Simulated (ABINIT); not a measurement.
**Sn in ABINIT: the effect of potentials**

The system is Sn.

```xyz
2
Lattice="-2.9401 2.9401 1.5993 2.9401 -2.9401 1.5993 2.9401 2.9401 -1.5993" Properties=species:S:1:pos:R:3 pbc="T T T"
Sn    0.0000    0.0000    0.0000
Sn    0.0000    2.9401    0.7997
```

Alike in all runs:

- Program: ABINIT 10.8.3 (patched build)
- Task: single point
- Functional: r2SCAN
- k mesh: 7 × 7 × 7
- Occupations: fermi-dirac, width 0.05 eV
- Spin: no spin polarisation

| potentials | cutoff | pressure (GPa) |
| --- | --- | --- |
| Ansatz PAW PBE default generated set, frozen core | 490 eV | -0.4 |
| JTH PAW PBE v2.0 | 707 eV | -0.6 |
| Ansatz NC r2SCAN | 1469 eV | -0.4 |
| SG15 NC PBE v1.2 | 707 eV | ? |
| PseudoDojo NC SR PBE v0.4.1 standard | 1170 eV | -0.8 |

Task: What does the run with potentials SG15 NC PBE v1.2 give?

Result: Pressure -1.8 GPa.

Caveats: the PAW data sets were made with another functional, which shifts forces and pressure a little (some runs); the potentials were made for another functional, which shifts forces and pressure (some runs); a meta-GGA on potentials with a model core is unreliable (some runs).
